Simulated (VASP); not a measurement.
# CaSe (Fm-3m) in VASP: notebook

The runs below take CaSe through single point, with r2SCAN.

All numbers are computed with VASP 6.6.1; they aren't measurements. Logs are shortened: lines on timing, memory, paths and dates and some standing lists are left out, and cuts for length are marked.

## 1. Starting point

It takes space group Fm-3m (No. 225, cubic). The conventional cell has a = 5.912 Å, b = 5.912 Å, c = 5.912 Å, α = 90.00°, β = 90.00°, γ = 90.00°. Se (site symmetry m-3m) has 6 Ca at 2.96 Å as nearest neighbours. Around Ca (site symmetry m-3m) lie 6 Se at 2.96 Å.

## 2. Single point, r2SCAN

File INCAR:

```
SYSTEM = CaSe
PREC = Accurate
ENCUT = 450
EDIFF = 1E-4
ISMEAR = 0
SIGMA = 0.05
LREAL = .FALSE.
LASPH = .TRUE.
NELM = 100
ALGO = Normal
ISIF = 2
LWAVE = .FALSE.
LCHARG = .FALSE.
METAGGA = R2SCAN
LMIXTAU = .TRUE.
ADDGRID = .FALSE.
```

File KPOINTS:

```
regular mesh
0
G
  7 7 7
  0 0 0
```

File POSCAR:

```
CaSe
1.0
    0.0000000000      2.9560000000      2.9560000000
    2.9560000000      0.0000000000      2.9560000000
    2.9560000000      2.9560000000      0.0000000000
Se Ca
1 1
Direct
    0.5000000000      0.5000000000      0.5000000000
    0.0000000000      0.0000000000      0.0000000000
```

Potentials or basis: VASP PAW PBE potentials, release 64 (Se, Ca_sv).

Launch:

```sh
$ cat potpaw_PBE.64/Se/POTCAR potpaw_PBE.64/Ca_sv/POTCAR > POTCAR
$ mpirun -np 1 vasp_std > vasp.out
```

OUTCAR:

```text
SYSTEM = CaSe
   PREC = Accurate
   ENCUT = 450
   EDIFF = 1E-4
   ISMEAR = 0
   LREAL = .FALSE.
   LASPH = .TRUE.
   NELM = 100
   ISIF = 2
   METAGGA = R2SCAN

 Found     20 irreducible k-points:

 Following reciprocal coordinates:
            Coordinates               Weight
  0.000000  0.000000  0.000000      1.000000
  0.142857  0.000000  0.000000      8.000000
  0.285714  0.000000  0.000000      8.000000
  0.428571  0.000000  0.000000      8.000000
  0.142857  0.142857  0.000000      6.000000
  0.285714  0.142857  0.000000     24.000000
   k-points           NKPTS =     20   k-points in BZ     NKDIM =     20   number of bands    NBANDS=     12
   number of dos      NEDOS =    301   number of ions     NIONS =      2
   total plane-waves  NPLWV =  27000
   dimension x,y,z NGX =    30 NGY =   30 NGZ =   30
   dimension x,y,z NGXF=    60 NGYF=   60 NGZF=   60
   ions per type =               1   1
   NGX,Y,Z   is equivalent  to a cutoff of  11.93, 11.93, 11.93 a.u.
   NGXF,Y,Z  is equivalent  to a cutoff of  23.86, 23.86, 23.86 a.u.
 SYSTEM =  CaSe
   PREC   = accura    normal or accurate (medium, high low for compatibility)
   ISTART =      0    job   : 0-new  1-cont  2-samecut
   ICHARG =      2    charge: 1-file 2-atom 10-const
   ISPIN  =      1    spin polarized calculation?
   LNONCOLLINEAR =      F non collinear calculations
   LSORBIT =      F    spin-orbit coupling
   LASPH  =      T    aspherical Exc in radial PAW
   ENCUT  =  450.0 eV  33.07 Ry    5.75 a.u.   7.23  7.23  7.23*2*pi/ulx,y,z
   NELM   =    100;   NELMIN=  2; NELMDL= -5     # of ELM steps
   EDIFF  = 0.1E-03   stopping-criterion for ELM
   LREAL  =      F    real-space projection
   EDIFFG = 0.1E-02   stopping-criterion for IOM
   NSW    =      0    number of steps for IOM
   IBRION =     -1    ionic relax: 0-MD 1-quasi-New 2-CG
   NFREE  =      0    steps in history (QN), initial steepest desc. (CG)
   ISIF   =      2    stress and relaxation
   ISYM   =      2    0-nonsym 1-usesym 2-fastsym
   POTIM  = 0.5000    time-step for ionic-motion
   TEBEG  =    0.0;   TEEND  =   0.0 temperature during run
   PSTRESS=    0.0 pullay stress
   NELECT =      16.0000    total number of electrons
   NUPDOWN=      -1.0000    fix difference up-down
   EMIN   =  10.00;   EMAX   =-10.00  energy-range for DOS
   EFERMI =   0.00;   METHOD = LEGACY
   ISMEAR =     0;   SIGMA  =   0.05  broadening in eV -4-tet -1-fermi 0-gaus
   EFERMI_NEDOS =   21; number of points for ismear=-14 and -15
   IALGO  =     38    algorithm
   IMIX   =      4    mixing-type and parameters
     AMIX     =   0.40;   BMIX     =  1.00
     AMIX_MAG =   1.60;   BMIX_MAG =  1.00
  volume/ion in A,a.u.               =      25.83       174.30
  Fermi-wavevector in a.u.,A,eV,Ry     =   1.107645  2.093145 16.692666  1.226876
  Thomas-Fermi vector in A             =   2.244161
   LORBIT       =      0    0 simple, 1 ext, 2 COOP (PROOUT), +10 PAW based schemes
   METAGGA = R2SCAN    functional components
   LHFCALC =     F    Hartree Fock is set to
   AEXX    =    0.0000 exact exchange contribution
   IVDW    =     0    specifies the selected vdW correction
   LEPSILON=     F    determine dielectric tensor
   LRPA    =     F    only Hartree local field effects (RPA)
 non-spin polarized calculation
 Gauss-broadening in eV      SIGMA  =   0.05
  energy-cutoff  :      450.00
  volume of cell :       51.66
 maximum number of plane-waves:      1139
 NGX is ok and might be reduce to    30
   NGX = 15   NGY = 15   NGZ = 15

 number of electron      15.9999998 magnetization

 Free energy of the ion-electron system (eV)
  ---------------------------------------------------
  ext. energy  EPLUGINS =         0.00000000
  ---------------------------------------------------
  free energy    TOTEN  =       -25.97547570 eV

  energy without entropy =      -25.97547570  energy(sigma->0) =      -25.97547570

 E-fermi :   2.4920     XC(G=0):  -9.5885

 val. band max:        2.1969045202   @ k =   0.0000   0.0000   0.0000
 cond. band min:       4.7482789277   @ k =   0.4286   0.4286   0.0000
 fundamental gap:      2.5513744074
 Fermi energy:         2.4920025990

 k-point     1 :       0.0000    0.0000    0.0000
  band No.  band energies     occupation
      1     -39.0985      2.00000
      2     -19.2097      2.00000
      3     -19.2097      2.00000
      4     -19.2096      2.00000
      5     -10.0024      2.00000
      6       2.1969      2.00000
      7       2.1969      2.00000
      8       2.1969      2.00000
      9       6.3439      0.00000
     10       6.4201      0.00000
     11       6.4201      0.00000
     12       6.4201      0.00000

 k-point     2 :       0.1429    0.0000    0.0000
  band No.  band energies     occupation
      1     -39.0972      2.00000
      2     -19.2323      2.00000
      3     -19.2110      2.00000
      4     -19.2110      2.00000
      5      -9.8775      2.00000
      6       1.2952      2.00000
      7       1.9026      2.00000
      8       1.9026      2.00000
      9       6.3993      0.00000
     10       6.7015      0.00000
     11       6.7015      0.00000
     12       7.4326      0.00000

 k-point     3 :       0.2857    0.0000    0.0000
  band No.  band energies     occupation
      1     -39.0944      2.00000
      2     -19.2822      2.00000
      3     -19.2140      2.00000
      4     -19.2140      2.00000
      5      -9.5786      2.00000
      6      -0.0926      2.00000
      7       1.3821      2.00000
      8       1.3821      2.00000
      9       6.5794      0.00000
     10       7.3792      0.00000
     11       7.3792      0.00000
     12       8.7960      0.00000

 k-point     4 :       0.4286    0.0000    0.0000
  band No.  band energies     occupation
      1     -39.0921      2.00000
      2     -19.3215      2.00000
      3     -19.2165      2.00000
      4     -19.2164      2.00000
      5      -9.3159      2.00000
      6      -0.9692      2.00000
      7       1.0472      2.00000
      8       1.0472      2.00000
      9       7.1225      0.00000
     10       8.1593      0.00000
     11       8.1593      0.00000
     12       8.5476      0.00000

 k-point     5 :       0.1429    0.1429    0.0000
  band No.  band energies     occupation
      1     -39.0968      2.00000
      2     -19.2300      2.00000
      3     -19.2158      2.00000
      4     -19.2158      2.00000
      5      -9.8460      2.00000
      6       1.0504      2.00000
      7       1.9135      2.00000
      8       1.9135      2.00000
      9       5.9839      0.00000
     10       6.8880      0.00000
     11       7.1341      0.00000
     12       7.1355      0.00000

 k-point     6 :       0.2857    0.1429    0.0000
  band No.  band energies     occupation
      1     -39.0945      2.00000
      2     -19.2655      2.00000
      3     -19.2211      2.00000
      4     -19.2187      2.00000
      5      -9.6298      2.00000
      6       0.1557      2.00000
      7       1.4092      2.00000
      8       1.5469      2.00000
      9       5.9944      0.00000
     10       7.4024      0.00000
     11       7.5235      0.00000
     12       8.0646      0.00000

 [... further k-points ...]
[... 5 lines left out ...]
  --------------------------------------------------------------------------------------
  -------------------------------------------------------------------------------------
  Total        0.2503720      0.2503720      0.2503720     -0.0000000     -0.0000000      0.0000000
  in kB        7.7652076      7.7652076      7.7652076     -0.0000000     -0.0000000      0.0000000
  external PRESSURE =       7.7652076 kB  Pullay stress =       0.0000000 kB

 VOLUME and BASIS-vectors are now :
 -----------------------------------------------------------------------------
  energy-cutoff  :      450.00
  volume of cell :       51.66
      direct lattice vectors                 reciprocal lattice vectors
     0.000000000  2.956000000  2.956000000    -0.169147497  0.169147497  0.169147497
     2.956000000  0.000000000  2.956000000     0.169147497 -0.169147497  0.169147497
     2.956000000  2.956000000  0.000000000     0.169147497  0.169147497 -0.169147497

 POSITION                                       TOTAL-FORCE (eV/Angst)
 -----------------------------------------------------------------------------------
      2.95600      2.95600      2.95600         0.000000      0.000000      0.000000
      0.00000      0.00000      0.00000        -0.000000     -0.000000     -0.000000
 -----------------------------------------------------------------------------------
    total drift:                               -0.000000      0.000000      0.000000

  FREE ENERGIE OF THE ION-ELECTRON SYSTEM (eV)
  ---------------------------------------------------
  free  energy   TOTEN  =       -25.9754756972 eV

  energy  without entropy=      -25.9754756972  energy(sigma->0) =      -25.97547570
```

Wall time 36 s (1 thread of Intel Xeon Platinum 8488C (Sapphire Rapids), shared host); peak memory 0.17 GiB.

The run converged, but some of its settings lie outside the range that counts as converged, so its numbers aren't taken as properties of the crystal.

Results:

```yaml
Free_energy: -25.9755 eV
Pressure: 0.8 GPa
Band_gap_on_the_k_mesh: 2.55 eV, indirect (least direct gap 3.48 eV)
```

Caveat: the PAW data sets were made with another functional, which shifts forces and pressure a little; an odd mesh through Γ misses points on the zone boundary, where band edges often lie.

## 3. Single point, r2SCAN

INCAR is that of step 2.

KPOINTS is that of step 2.

File POSCAR:

```
CaSe
1.0
    0.0000000000      2.9560000000      2.9560000000
    2.9560000000      0.0000000000      2.9560000000
    2.9560000000      2.9560000000      0.0000000000
Se Ca
1 1
Direct
    0.5137070000      0.4880300000      0.5023060000
    0.0084580000     -0.0027510000     -0.0091450000
```

Potentials or basis: VASP PAW PBE potentials, release 64 (Se, Ca_sv).

Launch:

```sh
$ cat potpaw_PBE.64/Se/POTCAR potpaw_PBE.64/Ca_sv/POTCAR > POTCAR
$ mpirun -np 1 vasp_std > vasp.out
```

Wall time 3.8 min (1 thread of Intel Xeon Platinum 8488C (Sapphire Rapids), shared host); peak memory 0.25 GiB.

The run converged, but some of its settings lie outside the range that counts as converged, so its numbers aren't taken as properties of the crystal.

Results:

| Property | Result |
| --- | --- |
| Free energy | -25.9710 eV |
| Pressure | 0.9 GPa |
| Largest force | 0.176 eV/Å |
| Band gap on the k mesh | 2.56 eV, indirect (least direct gap 3.48 eV) |

Caveat: the PAW data sets were made with another functional, which shifts forces and pressure a little; an odd mesh through Γ misses points on the zone boundary, where band edges often lie.

## 4. Single point, r2SCAN

Edit INCAR of step 3 so:

```diff
@@ -3,3 +3,3 @@
 ENCUT = 450
-EDIFF = 1E-4
+EDIFF = 1E-5
 ISMEAR = 0
```

KPOINTS is that of step 3.

File POSCAR:

```
CaSe
1.0
    0.0000000000      2.9560000000      2.9560000000
    2.9560000000      0.0000000000      2.9560000000
    2.9560000000      2.9560000000      0.0000000000
Se Ca
1 1
Direct
    0.5000000000      0.5000000000      0.5000000000
    0.0000000000      0.0000000000      0.0000000000
```

Potentials or basis: VASP PAW PBE potentials, release 64 (Se, Ca_sv).

Launch:

```sh
$ cat potpaw_PBE.64/Se/POTCAR potpaw_PBE.64/Ca_sv/POTCAR > POTCAR
$ mpirun -np 1 vasp_std > vasp.out
```

OUTCAR:

```text
SYSTEM = CaSe
   PREC = Accurate
   ENCUT = 450
   EDIFF = 1E-5
   ISMEAR = 0
   LREAL = .FALSE.
   LASPH = .TRUE.
   NELM = 100
   ISIF = 2
   METAGGA = R2SCAN

 Found     20 irreducible k-points:

 Following reciprocal coordinates:
            Coordinates               Weight
  0.000000  0.000000  0.000000      1.000000
  0.142857  0.000000  0.000000      8.000000
  0.285714  0.000000  0.000000      8.000000
  0.428571  0.000000  0.000000      8.000000
  0.142857  0.142857  0.000000      6.000000
  0.285714  0.142857  0.000000     24.000000
   k-points           NKPTS =     20   k-points in BZ     NKDIM =     20   number of bands    NBANDS=     12
   number of dos      NEDOS =    301   number of ions     NIONS =      2
   total plane-waves  NPLWV =  27000
   dimension x,y,z NGX =    30 NGY =   30 NGZ =   30
   dimension x,y,z NGXF=    60 NGYF=   60 NGZF=   60
   ions per type =               1   1
   NGX,Y,Z   is equivalent  to a cutoff of  11.93, 11.93, 11.93 a.u.
   NGXF,Y,Z  is equivalent  to a cutoff of  23.86, 23.86, 23.86 a.u.
 SYSTEM =  CaSe
   PREC   = accura    normal or accurate (medium, high low for compatibility)
   ISTART =      0    job   : 0-new  1-cont  2-samecut
   ICHARG =      2    charge: 1-file 2-atom 10-const
   ISPIN  =      1    spin polarized calculation?
   LNONCOLLINEAR =      F non collinear calculations
   LSORBIT =      F    spin-orbit coupling
   LASPH  =      T    aspherical Exc in radial PAW
[... 64 lines left out ...]
      4     -19.2065      2.00000
      5     -10.0058      2.00000
      6       2.1943      2.00000
      7       2.1943      2.00000
      8       2.1943      2.00000
      9       6.3421      0.00000
     10       6.4212      0.00000
     11       6.4212      0.00000
     12       6.4212      0.00000
[... 61 lines left out ...]
 k-point     6 :       0.2857    0.1429    0.0000
  band No.  band energies     occupation
      1     -39.0910      2.00000
      2     -19.2624      2.00000
      3     -19.2179      2.00000
      4     -19.2156      2.00000
      5      -9.6333      2.00000
      6       0.1539      2.00000
      7       1.4073      2.00000
      8       1.5449      2.00000
      9       5.9943      0.00000
     10       7.4029      0.00000
     11       7.5256      0.00000
     12       8.0624      0.00000

 [... further k-points ...]
[... 5 lines left out ...]
  --------------------------------------------------------------------------------------
  -------------------------------------------------------------------------------------
  Total        0.2739312      0.2739312      0.2739312      0.0000000      0.0000000     -0.0000000
  in kB        8.4958898      8.4958898      8.4958898      0.0000000      0.0000000     -0.0000000
  external PRESSURE =       8.4958898 kB  Pullay stress =       0.0000000 kB

 VOLUME and BASIS-vectors are now :
 -----------------------------------------------------------------------------
  energy-cutoff  :      450.00
  volume of cell :       51.66
      direct lattice vectors                 reciprocal lattice vectors
     0.000000000  2.956000000  2.956000000    -0.169147497  0.169147497  0.169147497
     2.956000000  0.000000000  2.956000000     0.169147497 -0.169147497  0.169147497
     2.956000000  2.956000000  0.000000000     0.169147497  0.169147497 -0.169147497

 POSITION                                       TOTAL-FORCE (eV/Angst)
 -----------------------------------------------------------------------------------
      2.95600      2.95600      2.95600         0.000000      0.000000     -0.000000
      0.00000      0.00000      0.00000        -0.000000     -0.000000      0.000000
 -----------------------------------------------------------------------------------
    total drift:                               -0.000000      0.000000      0.000000

  FREE ENERGIE OF THE ION-ELECTRON SYSTEM (eV)
  ---------------------------------------------------
  free  energy   TOTEN  =       -25.9756003675 eV

  energy  without entropy=      -25.9756003675  energy(sigma->0) =      -25.97560037
```

OSZICAR:

```text
N       E                     dE             d eps       ncg     rms          rms(c)
DAV:   1     0.868989227356E+02    0.86899E+02   -0.72014E+03   480   0.113E+03
DAV:   2    -0.237871732136E+02   -0.11069E+03   -0.10593E+03   560   0.279E+02
DAV:   3    -0.286449311711E+02   -0.48578E+01   -0.48107E+01   608   0.572E+01
DAV:   4    -0.289351884550E+02   -0.29026E+00   -0.28976E+00   820   0.123E+01
DAV:   5    -0.289370138087E+02   -0.18254E-02   -0.18250E-02   592   0.117E+00    0.404E+00
DAV:   6    -0.256842386393E+02    0.32528E+01   -0.23679E+00   624   0.152E+01    0.312E+00
DAV:   7    -0.263522987468E+02   -0.66806E+00   -0.88414E-01   580   0.106E+01    0.801E-01
DAV:   8    -0.260389061194E+02    0.31339E+00   -0.49062E-01   584   0.753E+00    0.473E-01
DAV:   9    -0.259729830751E+02    0.65923E-01   -0.33031E-01   552   0.627E+00    0.334E-01
DAV:  10    -0.259442031160E+02    0.28780E-01   -0.53173E-02   528   0.252E+00    0.904E-02
DAV:  11    -0.259733730529E+02   -0.29170E-01   -0.23242E-02   536   0.167E+00    0.974E-02
DAV:  12    -0.259742164616E+02   -0.84341E-03   -0.38171E-03   616   0.618E-01    0.737E-02
DAV:  13    -0.259754400866E+02   -0.12236E-02   -0.12306E-03   568   0.348E-01    0.229E-02
DAV:  14    -0.259755722461E+02   -0.13216E-03   -0.22743E-04   600   0.160E-01    0.182E-02
DAV:  15    -0.259754749243E+02    0.97322E-04   -0.34287E-05   596   0.722E-02    0.133E-02
DAV:  16    -0.259755767150E+02   -0.10179E-03   -0.29422E-05   568   0.631E-02    0.576E-03
DAV:  17    -0.259756003102E+02   -0.23595E-04   -0.22404E-05   584   0.488E-02    0.265E-03
DAV:  18    -0.259756003675E+02   -0.57317E-07   -0.46553E-07   356   0.669E-03
   1 F= -.25975600E+02 E0= -.25975600E+02  d E =-.128207E-17
```

Wall time 44 s (1 thread of Intel Xeon Platinum 8488C (Sapphire Rapids), shared host); peak memory 0.17 GiB.

These settings aren't checked as converged: the numbers below hold their error.

What came out:

| Quantity | Value |
| --- | --- |
| Free energy | -25.9756 eV |
| Pressure | 0.8 GPa |
| Band gap on the k mesh | 2.55 eV, indirect (least direct gap 3.48 eV) |

Caveat: the PAW data sets were made with another functional, which shifts forces and pressure a little; an odd mesh through Γ misses points on the zone boundary, where band edges often lie.

(Continued in part 2 of 2.)
